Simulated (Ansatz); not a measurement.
Input and command of a plane-wave DFT calculation in Ansatz:

```yaml
crystal:
  lattice:
    - [-1.6735234228, 1.6735234228, 5.7139822308]
    - [1.6735234228, -1.6735234228, 5.7139822308]
    - [1.6735234228, 1.6735234228, -5.7139822308]
  atoms:
    - { symbol: Nb, position: [0.7500346828, 0.7500346828, 0.0] }
    - { symbol: Nb, position: [0.5000346828, 3.46828e-05, 0.5] }
    - { symbol: P, position: [0.2560883371, 0.3457195893, -0.0896312522] }
    - { symbol: P, position: [0.0825938922, 0.5825938922, 0.5] }
basis:
  ecutwfc: 420
kpoints:
  mp_grid: { grid: [20, 20, 20] }
hamiltonian:
  xc: pbe
scf:
  occupations: { method: gaussian, width: 0.15 }
output:
  forces: true
  stress: true
  eigenvalues: true
```

```bash
ansatz run input.yaml --threads 2 --pin off --max-ram 5120MiB --backend cpu --events-out ev --progress --plain --runs-dir out
```

Processor: AMD EPYC 9R45 96-Core Processor (Zen 5), 2 threads, on a host shared with other jobs.

Task: How long does it run, and how much memory does it take?

Result: About 32 s on 2 threads of AMD EPYC 9R45 96-Core Processor (Zen 5), on a shared host, peak memory 2.7 GiB. It solves 22 bands at 2112 k points (the mesh reduced by symmetry) with about 1231 plane waves, in 6 SCF iterations.
